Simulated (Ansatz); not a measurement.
**Formation energy and levels of the self-interstitial N_i (4-fold void) in Si3N4 (P6_3/m)**

Charge states of N_i (4-fold void) in Si3N4 (P6_3/m), set against the band edges. Model: a cell of 126 host atoms with 1 N put in.

Main program and level: Ansatz 0.2.0; place-levels on PBEsol runs: charge-transition levels and formation energies with image-charge correction and potential alignment at the atomic sites; PAW set soft_1.

This is a report of a sequence of runs, with most program output left out.

## Step 1: Set-up

The cell holds 127 atoms: 54 Si and 73 N. Its edges and angles: a = 13.206 Å, b = 13.206 Å, c = 8.731 Å, α = 90.0°, β = 90.0°, γ = 120.0°. It derives from Si3N4 (space group P6_3/m). Nearest the centre at fractional (0.354, 0.639, 0.218): N127 at 0.00 Å, N25 at 2.21 Å, Si2 at 2.21 Å, N29 at 2.21 Å, N35 at 2.21 Å, N71 at 2.54 Å, Si5 at 2.58 Å, Si11 at 2.85 Å.

The host's dielectric constants go in as inputs: (4.29, 4.29, 4.37) for the electrons alone, (8.29, 8.29, 8.25) with the ions, from a response run on this crystal (DFPT, PBEsol) at that run's own cell.

The cell's shortest repeat is 8.7 Å.

## Step 2: Charge states

A transition level is the Fermi level at which two charge states cost the same, so each charge needs its own total energy, at its own relaxed structure.

Each atom starts 0.05 Å or so off its site in a random direction. Forces are taken at one point at (¼, ¼, ¼). The cell holds 3 electrons more than the neutral one, with a uniform background that keeps it neutral on the whole.

The sampling was tested on the host first: at the k-points planned (1x1x1 shifted 0.25 0.25 0.25) its energy lies 0.000 eV an atom from the dense-mesh value, under the bound of 0.02 eV set for this test; that bounds the host's error, not the defect's.

One of the inputs; charge, spin and start change from state to state.

Input file qm3.relax/input.yaml:

```yaml
crystal:
  lattice:
    - [11.43668588, 6.60297367, 0.0]
    - [-11.43668588, 6.60297367, 0.0]
    - [0.0, 0.0, 8.73076733]
  atoms:
    - { symbol: Si, position: [0.01950046, 0.80655545, 0.25] }
    - { symbol: Si, position: [0.3528338, 0.47322211, 0.25] }
    - { symbol: Si, position: [0.68616713, 0.13988878, 0.25] }
    - { symbol: Si, position: [0.21294502, 0.01950046, 0.08333333] }
    - { symbol: Si, position: [0.54627835, 0.68616713, 0.08333333] }
    - { symbol: Si, position: [0.87961168, 0.3528338, 0.08333333] }
    - { symbol: Si, position: [0.13988878, 0.45372165, 0.08333333] }
    - { symbol: Si, position: [0.47322211, 0.12038832, 0.08333333] }
    - { symbol: Si, position: [0.80655545, 0.78705498, 0.08333333] }
    - { symbol: Si, position: [0.19344455, 0.21294502, 0.25] }
    - { symbol: Si, position: [0.52677789, 0.87961168, 0.25] }
    - { symbol: Si, position: [0.86011122, 0.54627835, 0.25] }
    - { symbol: Si, position: [0.12038832, 0.6471662, 0.25] }
    - { symbol: Si, position: [0.45372165, 0.31383287, 0.25] }
    - { symbol: Si, position: [0.78705498, 0.98049954, 0.25] }
    - { symbol: Si, position: [0.31383287, 0.86011122, 0.08333333] }
    - { symbol: Si, position: [0.6471662, 0.52677789, 0.08333333] }
    - { symbol: Si, position: [0.98049954, 0.19344455, 0.08333333] }
    - { symbol: "N", position: [0.0, 0.66666667, 0.25] }
    - { symbol: "N", position: [0.33333333, 0.33333333, 0.25] }
    - { symbol: "N", position: [0.66666667, 0.0, 0.25] }
    - { symbol: "N", position: [0.0, 0.33333333, 0.08333333] }
    - { symbol: "N", position: [0.33333333, 0.0, 0.08333333] }
    - { symbol: "N", position: [0.66666667, 0.66666667, 0.08333333] }
    - { symbol: "N", position: [0.21345843, 0.45653274, 0.25] }
    - { symbol: "N", position: [0.54679176, 0.12319941, 0.25] }
    - { symbol: "N", position: [0.8801251, 0.78986608, 0.25] }
    - { symbol: "N", position: [0.09025902, 0.8801251, 0.08333333] }
    - { symbol: "N", position: [0.42359235, 0.54679176, 0.08333333] }
    - { symbol: "N", position: [0.75692569, 0.21345843, 0.08333333] }
    - { symbol: "N", position: [0.12319941, 0.57640765, 0.08333333] }
    - { symbol: "N", position: [0.45653274, 0.24307431, 0.08333333] }
    - { symbol: "N", position: [0.78986608, 0.90974098, 0.08333333] }
    - { symbol: "N", position: [0.21013392, 0.09025902, 0.25] }
    - { symbol: "N", position: [0.54346726, 0.75692569, 0.25] }
    - { symbol: "N", position: [0.87680059, 0.42359235, 0.25] }
    - { symbol: "N", position: [0.1198749, 0.21013392, 0.08333333] }
    - { symbol: "N", position: [0.45320824, 0.87680059, 0.08333333] }
    - { symbol: "N", position: [0.78654157, 0.54346726, 0.08333333] }
    - { symbol: "N", position: [0.24307431, 0.78654157, 0.25] }
    - { symbol: "N", position: [0.57640765, 0.45320824, 0.25] }
    - { symbol: "N", position: [0.90974098, 0.1198749, 0.25] }
    - { symbol: Si, position: [0.01950046, 0.80655545, 0.58333333] }
    - { symbol: Si, position: [0.3528338, 0.47322211, 0.58333333] }
    - { symbol: Si, position: [0.68616713, 0.13988878, 0.58333333] }
    - { symbol: Si, position: [0.21294502, 0.01950046, 0.41666667] }
    - { symbol: Si, position: [0.54627835, 0.68616713, 0.41666667] }
    - { symbol: Si, position: [0.87961168, 0.3528338, 0.41666667] }
    - { symbol: Si, position: [0.13988878, 0.45372165, 0.41666667] }
    - { symbol: Si, position: [0.47322211, 0.12038832, 0.41666667] }
    - { symbol: Si, position: [0.80655545, 0.78705498, 0.41666667] }
    - { symbol: Si, position: [0.19344455, 0.21294502, 0.58333333] }
    - { symbol: Si, position: [0.52677789, 0.87961168, 0.58333333] }
    - { symbol: Si, position: [0.86011122, 0.54627835, 0.58333333] }
    - { symbol: Si, position: [0.12038832, 0.6471662, 0.58333333] }
    - { symbol: Si, position: [0.45372165, 0.31383287, 0.58333333] }
    - { symbol: Si, position: [0.78705498, 0.98049954, 0.58333333] }
    - { symbol: Si, position: [0.31383287, 0.86011122, 0.41666667] }
    - { symbol: Si, position: [0.6471662, 0.52677789, 0.41666667] }
    - { symbol: Si, position: [0.98049954, 0.19344455, 0.41666667] }
    - { symbol: "N", position: [0.0, 0.66666667, 0.58333333] }
    - { symbol: "N", position: [0.33333333, 0.33333333, 0.58333333] }
    - { symbol: "N", position: [0.66666667, 0.0, 0.58333333] }
    - { symbol: "N", position: [0.0, 0.33333333, 0.41666667] }
    - { symbol: "N", position: [0.33333333, 0.0, 0.41666667] }
    - { symbol: "N", position: [0.66666667, 0.66666667, 0.41666667] }
    - { symbol: "N", position: [0.21345843, 0.45653274, 0.58333333] }
    - { symbol: "N", position: [0.54679176, 0.12319941, 0.58333333] }
    - { symbol: "N", position: [0.8801251, 0.78986608, 0.58333333] }
    - { symbol: "N", position: [0.09025902, 0.8801251, 0.41666667] }
    - { symbol: "N", position: [0.42359235, 0.54679176, 0.41666667] }
    - { symbol: "N", position: [0.75692569, 0.21345843, 0.41666667] }
    - { symbol: "N", position: [0.12319941, 0.57640765, 0.41666667] }
    - { symbol: "N", position: [0.45653274, 0.24307431, 0.41666667] }
    - { symbol: "N", position: [0.78986608, 0.90974098, 0.41666667] }
    - { symbol: "N", position: [0.21013392, 0.09025902, 0.58333333] }
    - { symbol: "N", position: [0.54346726, 0.75692569, 0.58333333] }
    - { symbol: "N", position: [0.87680059, 0.42359235, 0.58333333] }
    - { symbol: "N", position: [0.1198749, 0.21013392, 0.41666667] }
    - { symbol: "N", position: [0.45320824, 0.87680059, 0.41666667] }
    - { symbol: "N", position: [0.78654157, 0.54346726, 0.41666667] }
    - { symbol: "N", position: [0.24307431, 0.78654157, 0.58333333] }
    - { symbol: "N", position: [0.57640765, 0.45320824, 0.58333333] }
    - { symbol: "N", position: [0.90974098, 0.1198749, 0.58333333] }
    - { symbol: Si, position: [0.01950046, 0.80655545, 0.91666667] }
    - { symbol: Si, position: [0.3528338, 0.47322211, 0.91666667] }
    - { symbol: Si, position: [0.68616713, 0.13988878, 0.91666667] }
    - { symbol: Si, position: [0.21294502, 0.01950046, 0.75] }
    - { symbol: Si, position: [0.54627835, 0.68616713, 0.75] }
    - { symbol: Si, position: [0.87961168, 0.3528338, 0.75] }
    - { symbol: Si, position: [0.13988878, 0.45372165, 0.75] }
    - { symbol: Si, position: [0.47322211, 0.12038832, 0.75] }
    - { symbol: Si, position: [0.80655545, 0.78705498, 0.75] }
    - { symbol: Si, position: [0.19344455, 0.21294502, 0.91666667] }
    - { symbol: Si, position: [0.52677789, 0.87961168, 0.91666667] }
    - { symbol: Si, position: [0.86011122, 0.54627835, 0.91666667] }
    - { symbol: Si, position: [0.12038832, 0.6471662, 0.91666667] }
    - { symbol: Si, position: [0.45372165, 0.31383287, 0.91666667] }
    - { symbol: Si, position: [0.78705498, 0.98049954, 0.91666667] }
    - { symbol: Si, position: [0.31383287, 0.86011122, 0.75] }
    - { symbol: Si, position: [0.6471662, 0.52677789, 0.75] }
    - { symbol: Si, position: [0.98049954, 0.19344455, 0.75] }
    - { symbol: "N", position: [0.0, 0.66666667, 0.91666667] }
    - { symbol: "N", position: [0.33333333, 0.33333333, 0.91666667] }
    - { symbol: "N", position: [0.66666667, 0.0, 0.91666667] }
    - { symbol: "N", position: [0.0, 0.33333333, 0.75] }
    - { symbol: "N", position: [0.33333333, 0.0, 0.75] }
    - { symbol: "N", position: [0.66666667, 0.66666667, 0.75] }
    - { symbol: "N", position: [0.21345843, 0.45653274, 0.91666667] }
    - { symbol: "N", position: [0.54679176, 0.12319941, 0.91666667] }
    - { symbol: "N", position: [0.8801251, 0.78986608, 0.91666667] }
    - { symbol: "N", position: [0.09025902, 0.8801251, 0.75] }
    - { symbol: "N", position: [0.42359235, 0.54679176, 0.75] }
    - { symbol: "N", position: [0.75692569, 0.21345843, 0.75] }
    - { symbol: "N", position: [0.12319941, 0.57640765, 0.75] }
    - { symbol: "N", position: [0.45653274, 0.24307431, 0.75] }
    - { symbol: "N", position: [0.78986608, 0.90974098, 0.75] }
    - { symbol: "N", position: [0.21013392, 0.09025902, 0.91666667] }
    - { symbol: "N", position: [0.54346726, 0.75692569, 0.91666667] }
    - { symbol: "N", position: [0.87680059, 0.42359235, 0.91666667] }
    - { symbol: "N", position: [0.1198749, 0.21013392, 0.75] }
    - { symbol: "N", position: [0.45320824, 0.87680059, 0.75] }
    - { symbol: "N", position: [0.78654157, 0.54346726, 0.75] }
    - { symbol: "N", position: [0.24307431, 0.78654157, 0.91666667] }
    - { symbol: "N", position: [0.57640765, 0.45320824, 0.91666667] }
    - { symbol: "N", position: [0.90974098, 0.1198749, 0.91666667] }
    - { symbol: "N", position: [0.353657, 0.639349, 0.218405] }
  host:
    repeats: [1, 1, 3]
    atoms:
      - { symbol: Si, position: [0.01950046, 0.80655545, 0.75] }
      - { symbol: Si, position: [0.3528338, 0.47322211, 0.75] }
      # ... 40 more atoms of the perfect host
total_charge: -3
basis:
  ecutwfc: 420
  xc_grid: 2
hamiltonian:
  xc: pbesol
  pseudopotentials: { kind: paw, azcp: { folder: soft_1 }, xc_functional: pbe }
kpoints:
  mp_grid: { grid: [1, 1, 1], shift: [0.25, 0.25, 0.25] }
scf:
  occupations: { method: fixed }
  max_iter: 100
output:
  forces: true
  charged_corrections:
    epsilon: [4.29, 4.29, 4.37]
    static_epsilon: [8.29, 8.29, 8.25]
    defect_position: [0.353657, 0.639349, 0.218405]
relax:
  f_tol: 0.02
  max_steps: 80
  random_displacement: { amplitude: 0.05, seed: 7362 }
checkpoint:
  write: "../qm3.relax.run"
  compress: false
  write_wavefunctions: true
  write_every: 100000
```

On the command line:

```bash
$ ansatz run input.yaml --threads 4 --pin off --max-ram 15073MiB --backend cpu --events-out ev --progress --plain --runs-dir out
```

Defect states can disperse in a cell of this size, so the energy is taken again at a 2×2×2 shifted mesh, on the relaxed structure.

The run of this state that the levels use, under PBEsol:

Input file qm3.point/input.yaml:

```yaml
crystal:
  checkpoint: "../qm3.relax.run"
  host: checkpoint
total_charge: -3
basis:
  ecutwfc: 420
  xc_grid: 2
hamiltonian:
  xc: pbesol
  pseudopotentials: { kind: paw, azcp: { folder: soft_1 }, xc_functional: pbe }
kpoints:
  mp_grid: { grid: [2, 2, 2], shift: [0.5, 0.5, 0.5] }
scf:
  occupations: { method: fermi_dirac, width: 0.01 }
  max_iter: 100
output:
  forces: true
  eigenvalues: true
  charged_corrections:
    epsilon: [4.29, 4.29, 4.37]
    static_epsilon: [8.29, 8.29, 8.25]
    defect_position: [0.353657, 0.639349, 0.218405]
  eigenstates: { localisation: true }
  populations: true
checkpoint:
  read: "../qm3.relax.run"
  write: "../qm3.point.run"
  compress: false
  write_wavefunctions: false
  write_every: 100000
```

Relaxations under PBEsol at one point at (¼, ¼, ¼); times on 4 threads of Arm Neoverse V2, shared host:

```csv
charge,moment (μB),occupations,outcome,steps,largest displacement against the far atoms (Å),time
−3,0,fixed,converged,18,1.52,9.6 min
−3,2,fixed,converged,13,0.81,15 min
−2,1,fixed,converged,13,0.82,16 min
−1,0,fixed,converged,23,0.80,11 min
−1,2,fixed,converged,8,0.32,9.3 min
0,1,fixed,converged,13,0.48,18 min
+1,0,fixed,converged,19,0.86,10 min
+1,2,fixed,converged,12,0.70,14 min
```

Single points under PBEsol at a 2×2×2 shifted mesh; times on 4 threads of Arm Neoverse V2, shared host:

```csv
charge,moment (μB),occupations,outcome,time
−3,0,fermi-dirac,converged,3.7 min
−3,2,fermi-dirac,converged,8.9 min
−2,1,fermi-dirac,converged,7.7 min
−1,0,fermi-dirac,converged,3.8 min
−1,2,fermi-dirac,converged,8.2 min
0,1,fermi-dirac,converged,6.6 min
+1,0,fermi-dirac,converged,2.9 min
+1,2,fermi-dirac,converged,7.9 min
```

Distances (Å) from N127 to the nearest atoms after relaxation with PBEsol:

```csv
charge,moment (μB),1.,2.,3.,4.,5.,6.
−3,0,Si 1.78,Si 1.78,Si 1.84,N 2.28,N 2.34,N 2.34
−3,2,Si 1.78,Si 1.80,N 2.18,N 2.50,N 2.58,N 2.76
−2,1,Si 1.78,Si 1.80,N 2.17,N 2.51,N 2.58,N 2.77
−1,0,N 1.59,Si 1.73,Si 2.01,N 2.36,Si 2.52,Si 2.56
−1,2,Si 1.85,N 2.36,N 2.48,N 2.54,N 2.54,Si 2.89
0,1,N 1.49,Si 1.99,N 2.46,N 2.46,Si 2.53,Si 2.53
+1,0,N 1.57,N 1.65,Si 2.08,Si 2.19,N 2.63,N 2.68
+1,2,N 1.41,Si 2.35,Si 2.55,Si 2.55,N 2.60,N 2.60
```

## Step 3: Levels against the band edges, PBEsol

A charged cell interacts with its images and the background, and its potential has another zero than the host's. place-levels removes the first by a point-charge model, screened by the static dielectric constant since the ions have relaxed around the charge, and the second by comparing potentials at atoms far from the defect.

The host is a run of the defect-free crystal in the same cutoffs, grids and k-points, so that basis and sampling errors cancel in part in the differences. Its band edges come from a run of the primitive cell that searches the zone for them. The host is run in a cell of 42 atoms on a matching mesh. Chemical potentials are energies per atom of N (N2 molecule), run with the same functional and cutoff.

Input file levels.point.yaml:

```yaml
host:
  run: host.point.run
  levels_from: { run: edges.point.run }
states: [qm3.point.run, qm3_M2.point.run, qm2_M1.point.run, qm1.point.run, qm1_M2.point.run, q0_M1.point.run, qp1.point.run, qp1_M2.point.run]
geometry_from:
  qm3.point.run: qm3.relax.run
  qm3_M2.point.run: qm3_M2.relax.run
  qm2_M1.point.run: qm2_M1.relax.run
  qm1.point.run: qm1.relax.run
  qm1_M2.point.run: qm1_M2.relax.run
  q0_M1.point.run: q0_M1.relax.run
  qp1.point.run: qp1.relax.run
  qp1_M2.point.run: qp1_M2.relax.run
  host.point.run: host.relax.run
chemical_potentials:
  "N":
    energy: -378.476431
    dataset: "<sha256 of the dataset>"
epsilon: [4.29, 4.29, 4.37]
static_epsilon: [8.29, 8.29, 8.25]
vertical:
  - { from: qm3.point.run, to: qm3.point_neutral.run }
  - { from: qm3_M2.point.run, to: qm3_M2.point_neutral.run }
  - { from: qm2_M1.point.run, to: qm2_M1.point_neutral.run }
  - { from: qm1.point.run, to: qm1.point_neutral.run }
  - { from: qm1_M2.point.run, to: qm1_M2.point_neutral.run }
  - { from: qp1.point.run, to: qp1.point_neutral.run }
  - { from: qp1_M2.point.run, to: qp1_M2.point_neutral.run }
```

On the command line:

```bash
$ ansatz place-levels levels.point.yaml -- --threads 4 --pin off --max-ram 15073MiB
```

Run time: 1.3 s. Hardware: 4 threads of Arm Neoverse V2, shared host.

Under PBEsol the gap is 4.19 eV, (+1/0) 0.63, (0/−1) 1.22, (−1/−2) 2.70, (−2/−3) 1.87 eV; the steps are inverted, so the lowest state changes at (−1/−3) 2.29 eV.

(Continued in part 2 of 2.)

[Logs are printed without paths, hosts, clocks, repeated set-up lines and the standing remarks that a program may print on its own settings, such as how far it seeks lower states.]

[Hosts, paths, dates, database ids (printed as entryN), source tags and the programs' standing remarks are cut or masked in the printed files.]

[Where a table of states has a column of steps, it counts the stored structures, which are thinned; the runs took as many ionic steps or more.]

[A defect's name tells the site on which it was built; relaxed atoms can leave that site.]

[For some hosts the program warned that the k-mesh of the response run may be too coarse for force constants and the static dielectric constant; such warnings are not shown here.]
